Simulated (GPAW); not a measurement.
# CdSe (Cadmoselite) (P6_3mc) in GPAW: a series of runs, part 3 of 3

GPAW 26.7.0.

## Step 5: Dielectric tensor, PBE

This run uses another cell than the first one, of 27.68 Å³/atom, 0.985 times its volume.

Contents of run.py:

```python
import numpy as np
from ase.dft.bandgap import bandgap
from ase.io import read, write
from gpaw import GPAW, PW
from gpaw.response.df import DielectricFunction

atoms = read('POSCAR')

calc = GPAW(mode=PW(500),
            xc='PBE',
            kpts={'size': (6, 6, 3), 'gamma': True},
            occupations={'name': 'fermi-dirac', 'width': 0.001},
            nbands=31,
            convergence={'density': 1e-06},
            maxiter=150,
            txt='gpaw.txt')
atoms.calc = calc
energy = atoms.get_potential_energy()
calc.write('gs.gpw')
write('result.traj', atoms)
print(f'Energy: {energy:.6f} eV')
print('Fermi level:', round(calc.get_fermi_level(), 4), 'eV')
print(f'Gap: {bandgap(calc)[0]:.4f} eV, direct: {bandgap(calc, direct=True)[0]:.4f} eV')

for size in [(11, 11, 6)]:
    name = 'x'.join(str(n) for n in size)
    dense = calc.fixed_density(kpts={'size': size, 'gamma': True},
                               nbands=64, convergence={'bands': 58, 'eigenstates': 1e-7},
                               update_fermi_level=True, txt=f'dense-{name}.txt')
    dense.write(f'{name}.gpw', mode='all')
    df = DielectricFunction(f'{name}.gpw', frequencies=np.array([0.0]), hilbert=False, eta=0.001,
                            ecut=80, nbands=58, intraband=False, txt=f'df-{name}.txt')
    for xc in ['RPA']:
        for direction in ['x', 'y', 'z', [0, 1, 1], [1, 0, 1], [1, 1, 0]]:
            e0, e = df.get_macroscopic_dielectric_constant(xc=xc, direction=direction)
            print(f'{name} {xc} {direction}: {e0:.4f} without, {e:.4f} with local fields')
```

Contents of POSCAR:

```
CdSe
1.0
    4.3000000000      0.0000000000      0.0000000000
   -2.1500000000      3.7239092400      0.0000000000
    0.0000000000      0.0000000000      6.9147000000
Cd Se
2 2
Direct
    0.6666666667      0.3333333333      0.5000000000
    0.3333333333      0.6666666667      0.0000000000
    0.6666666667      0.3333333333      0.8850000000
    0.3333333333      0.6666666667      0.3850000000
```

Potentials or basis: GPAW PAW data sets (gpaw-data 1.2.1), pw.

The run is started by

```sh
> OMP_NUM_THREADS=1 python run.py
```

gpaw.txt:

```text
__  _  _
 | _ |_)|_||  |
 |__||  | ||/\| - 26.7.0

Input parameters:
  mode=PW(ecut=500.0),
  convergence={'density': 1e-06},
  kpts=MonkhorstPack(size=(6, 6, 3), gamma=True),
  maxiter=150,
  nbands=31,
  occupations=Occupations(name='fermi-dirac', width=0.001),
  xc=XC(name='PBE')

Diagonalizing LCAO Hamiltonian
Converting LCAO to pw mode

            Se

            Cd
        Se

        Cd

Atoms  # Å, Bohr magnetons
|   | symbol |         x |        y |        z |    initial magnetic moments |
|---|--------|-----------|----------|----------|-----------------------------|
| 0 |     Cd |  2.150000 | 1.241303 | 3.457350 | ( 0.0000,  0.0000,  0.0000) |
| 1 |     Cd | -0.000000 | 2.482606 | 0.000000 | ( 0.0000,  0.0000,  0.0000) |
| 2 |     Se |  2.150000 | 1.241303 | 6.119509 | ( 0.0000,  0.0000,  0.0000) |
| 3 |     Se | -0.000000 | 2.482606 | 2.662160 | ( 0.0000,  0.0000,  0.0000) |

Unit cell  # Å
| periodic |         x |        y |        z |  lengths |     angles |
|----------|-----------|----------|----------|----------|------------|
|      yes |  4.300000 | 0.000000 | 0.000000 | 4.300000 |  90.000000 |
|      yes | -2.150000 | 3.723909 | 0.000000 | 4.300000 |  90.000000 |
|      yes |  0.000000 | 0.000000 | 6.914700 | 6.914700 | 120.000000 |

Number of symmetries: 2
Symmetry operations  # r_c * U_cc + t_c -> r_c
|   | kind |            matrix            |
|---|------|------------------------------|
| 0 |  E   |  1, 0, 0,  0, 1, 0,  0, 0, 1 |
| 1 |  σ   | -1, 0, 0,  1, 1, 0,  0, 0, 1 |

BZ-sampling:
  Number of BZ points: 108
  Number of IBZ points: 34

  Monkhorst-Pack size: [6, 6, 3]
  Monkhorst-Pack shift: [0.08333333333333333, 0.08333333333333333, 0.0]

K-points  # in reciprocal-cell coordinates
|     |                                coordinates |     weight |
|-----|--------------------------------------------|------------|
|   0 | (  0.00000000,   0.00000000,   0.00000000) | 0.00925926 |
|   1 | (  0.00000000,   0.00000000,   0.33333333) | 0.01851852 |
|   2 | (  0.00000000,   0.16666667,  -0.33333333) | 0.01851852 |
|   3 | (  0.00000000,   0.16666667,   0.00000000) | 0.01851852 |
|   4 | (  0.00000000,   0.16666667,   0.33333333) | 0.01851852 |
|   5 | (  0.00000000,   0.33333333,  -0.33333333) | 0.01851852 |
|   6 | (  0.00000000,   0.33333333,   0.00000000) | 0.01851852 |
|   7 | (  0.00000000,   0.33333333,   0.33333333) | 0.01851852 |
|   8 | (  0.00000000,   0.50000000,   0.00000000) | 0.00925926 |
|   9 | (  0.00000000,   0.50000000,   0.33333333) | 0.01851852 |
| ... |                                            |            |
|  33 | (  0.50000000,   0.50000000,   0.33333333) | 0.03703704 |

Plane wave coefficients: 2830
Cutoff: 500.0 eV

Spin-components: 1 (collinear spins)
Bands:           31
Projectors:      22
Spin-degeneracy: 2
Datatype:        complex128

Parallelization:
  kpt:    1
  domain: 1
  band:   1

Density:
  Valence electrons: 36.0
  Components: 1
  Grid points: [24 24 36]
  Charge: 0.0  # |e|

Potential:
  Grid points: [24 24 36]

species:
  Cd:
    name:    Cadmium
    Z:       48.0
    valence: 12
    core:    36
    charge:  0.0  # [|e|]
    compensation charges:
      type: gauss
      rc: 0.38  # [Å]
      lmax: 2
    cutoffs:
      filter: 2.12  # [Å]
      core: 2.62  # [Å]
    projectors
    | kind |    occ | energy [eV] | rcut [Å] |
    |------|--------|-------------|----------|
    |   5s |  2.000 |      -5.655 |    1.191 |
    |   5p |  0.000 |      -1.186 |    1.228 |
    |   4d | 10.000 |     -11.739 |    1.164 |
    |    s |        |      21.556 |    1.191 |
    |    p |        |      26.026 |    1.228 |
    |    d |        |      15.473 |    1.164 |

    Using partial waves for Cd as LCAO basis

  Se:
    name:    Selenium
    Z:       34.0
    valence: 6
    core:    28
    charge:  0.0  # [|e|]
    compensation charges:
      type: gauss
      rc: 0.27  # [Å]
      lmax: 2
    cutoffs:
      filter: 1.77  # [Å]
      core: 2.67  # [Å]
    projectors
    | kind |    occ | energy [eV] | rcut [Å] |
    |------|--------|-------------|----------|
    |   4s |  2.000 |     -17.277 |    0.847 |
    |   4p |  4.000 |      -6.512 |    1.005 |
    |    s |        |       9.935 |    0.847 |
    |    p |        |      20.699 |    1.005 |
    |    d |        |       0.000 |    0.847 |

    Using partial waves for Se as LCAO basis

Reference energy: -436553.300934  # eV

eigensolver:
  PPCG
  Converge bands: occupied
  niter=2

density mixing:
  MSR1-Mixer
  Pratt-step length: 0.05
  Maximum mixing coefficient: 0.75
  Old densities: 10
  SVD Regularization: 0.005
  Good broyden scale: 1.0
  Trust region scale: 1.0
  Backstep threshold: 4.0
  History deletion threshold: 6.0
  Fourier metric: weight=20.0, sigma=0.015

occupation numbers:
  Fermi-Dirac:
    width: 0.0010  # eV

poisson solver:
  ecut: 4000.0  # eV

xc functional:
  name: PBE with 2 nearest neighbor stencil

convergence criteria:
- Maximum integral of absolute [dens]ity change: 1e-06 electrons / valence electron
- Maximum [total energy] change in last 3 cyles: 0.0005 eV / valence electron
- Maximum integral of absolute [eigenst]ate change: 4e-08 eV^2 / valence electron
maximum number of iterations: 150

SCF iterations
|iter     | |      energy | eigst |  dens |
|---------|-|-------------|-------|-------|
|iter:   1| |  -11.965453 | -0.61 |       |
|iter:   2| |  -11.814902 | -2.52 | -1.18 |
|iter:   3| |  -11.269030 | -1.52 | -1.22 |
|iter:   4| |  -11.266558 | -3.32 | -1.79 |
|iter:   5| |  -11.265917c| -3.77 | -2.24 |
|iter:   6| |  -11.265986c| -5.16 | -2.92 |
|iter:   7| |  -11.265993c| -6.50 | -3.53 |
|iter:   8| |  -11.265993c| -7.37 | -4.42 |
|iter:   9| |  -11.265993c| -7.67c| -4.72 |
|iter:  10| |  -11.265993c| -8.03c| -5.22 |
|iter:  11| |  -11.265993c| -8.72c| -5.88 |
|iter:  12| |  -11.265993c| -9.41c| -6.26c|

Converged in 12 steps
Energy contributions relative to reference atoms: (reference = -436553.300934)

Energy contributions:
  Kinetic:          43.302970
  Coulomb:         -38.750486
  Zero:              0.092644
  External:          0.000000
  Xc:              -15.911121
  Entropy:          -0.000000
  Spinorbit:         0.000000
  ----------------------------
  Free energy:     -11.265993
  Extrapolated:    -11.265993

dipole moment: (0.000006, 0.000010, -17.866665)  # |e|*Ang

Fermi level: 3.893
Eigenvalues  # (at kpt = [0.000, 0.000, 0.000])
| band index |      eig [eV] | occ [0-2] |
|------------|---------------|-----------|
|          0 |        -8.884 |     2.000 |
|        ... |               |           |
|         10 |        -3.703 |     2.000 |
|         11 |        -3.397 |     2.000 |
|         12 |        -0.556 |     2.000 |
|         13 |         2.999 |     2.000 |
|         14 |         2.999 |     2.000 |
|         15 |         3.780 |     2.000 |
[... 8 lines left out ...]
|         24 |        10.763 |     0.000 |
|         25 |        11.645 |     0.000 |
|        ... |               |           |
|         30 |        14.765 |     0.000 |

Gap: 0.710 eV
Transition (v -> c):
  (s=0, k=0, n=17, [0.00, 0.00, 0.00]) -> (s=0, k=0, n=18, [0.00, 0.00, 0.00])
No difference between direct/indirect transitions
# Writing to gs.gpw (mode='')
```

Run time: 17 min. Hardware: 1 thread of Arm Neoverse V1, shared host; peak memory 1.2 GiB.

What came out:

| Item | Value |
| --- | --- |
| Free energy | -11.2660 eV |
| Band gap on the k mesh | 0.71 eV, direct |
| Electronic dielectric tensor (diagonal) | 7.38, 7.38, 7.53 |

Electronic dielectric tensor:
```
7.38 0.00 0.00
0.00 7.38 0.00
0.00 0.00 7.53
```

Caveat: the long-wavelength limit can be off by several per cent where d states take part; an odd mesh through Γ misses points on the zone boundary, where band edges often lie.

## Step 6: The runs side by side

| task | level | potentials or basis | cell | k mesh | cutoff (eV) | smearing | response ecut | response k mesh | response bands | kernels | coarser k mesh | gap on the mesh (eV) |
| --- | --- | --- | --- | --- | --- | --- | --- | --- | --- | --- | --- | --- |
| dielectric tensor | LDA | the program's PAW data sets (release 1.2.1) made for this functional, pw | P6_3mc, 28.1 Å³/atom | 6 × 6 × 3 | 450 | fermi-dirac 0.001 eV | 80 eV | 11 × 11 × 6 | 58 | ["RPA", "ALDA", "LR0.2"] | 8 × 8 × 5 | 0.42 |
| single point | TB-mBJ | GPAW PAW data sets for LDA (gpaw-data 1.2.1), pw | P6_3mc, 28.1 Å³/atom | 6 × 6 × 4 | 600 | fermi-dirac 0.05 eV | - | - | - | - | - | 2.02 |
| dielectric tensor | PBE | GPAW PAW data sets (gpaw-data 1.2.1), pw | P6_3mc, 27.26 Å³/atom | 6 × 6 × 3 | 500 | fermi-dirac 0.001 eV | 80 eV | 11 × 11 × 6 | 58 | ["RPA"] | 11 × 11 × 6 | 0.72 |
| dielectric tensor | PBE | GPAW PAW data sets (gpaw-data 1.2.1), pw | P6_3mc, 27.68 Å³/atom | 6 × 6 × 3 | 500 | fermi-dirac 0.001 eV | 80 eV | 11 × 11 × 6 | 58 | ["RPA"] | 11 × 11 × 6 | 0.71 |

Alike in all rows: no spin polarisation.

Caveats: the long-wavelength limit can be off by several per cent where d states take part (some runs); an odd mesh through Γ misses points on the zone boundary, where band edges often lie (some runs); the dielectric constant isn't converged in the k mesh (some runs); the gap is small at this level, which inflates the dielectric constant (some runs); a model potential gives levels but no total energy (some runs); the PAW data sets were made with another functional, which shifts forces and pressure a little (some runs).

Total energies depend on the potentials used, so only differences within one code and one set of settings carry meaning.

## Step 7: Comparison with measurements

Step 2. The gap isn't set beside the deposited one, since this odd mesh misses points on the zone boundary.

Step 3. Against the measured gap of CdSe, 1.841 eV (2 K; a printed reference work, data compilation), the calculated 2.02 eV is off by +0.18 eV. Spin-orbit coupling on Cd, Se is left out. The value is that of TB-mBJ, without temperature or zero-point motion.

Step 4. The gap isn't set beside the deposited one, since this odd mesh misses points on the zone boundary.

Step 5. The gap isn't set beside the deposited one, since this odd mesh misses points on the zone boundary.
